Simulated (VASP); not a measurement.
Here is a VASP 6.6.1 calculation.

File INCAR:

```
  ALGO = Normal
  EDIFF = 1E-7
  EDIFFG = -0.005
  ENCUT = 600
  IBRION = 2
  ISIF = 3
  ISMEAR = 0
  LASPH = T
  LCHARG = F
  LREAL = F
  LWAVE = F
  NELM = 100
  NSW = 90
  PREC = Accurate
  SIGMA = 0.1
```

Contents of KPOINTS:

```
k-points
0
Gamma
  12 12 12
```

The input POSCAR:

```
Mg2Sn
1.0
    0.0000000000      3.3801536900      3.3801536900
    3.3801536900      0.0000000000      3.3801536900
    3.3801536900      3.3801536900      0.0000000000
Mg Sn
2 1
Direct
    0.2500000000      0.2500000000      0.2500000000
    0.7500000000      0.7500000000      0.7500000000
    0.0000000000      0.0000000000      0.0000000000
```

Potentials or basis: VASP PAW LDA potentials, release 64 (Mg, Sn_d).

Run with:

```sh
$ cat potpaw_LDA.64/Mg/POTCAR potpaw_LDA.64/Sn_d/POTCAR > POTCAR
$ mpirun -np 1 vasp_std > vasp.out
```

(1) Predict the band gap on the k mesh.

(2) Estimate the relaxed volume.

Answers

(1) none (metal or under the smearing width).

(2) 24.51 Å³/atom.

Caveat: this crystal is a semiconductor, whose small gap the functional closes, so the metal is an error of the method.
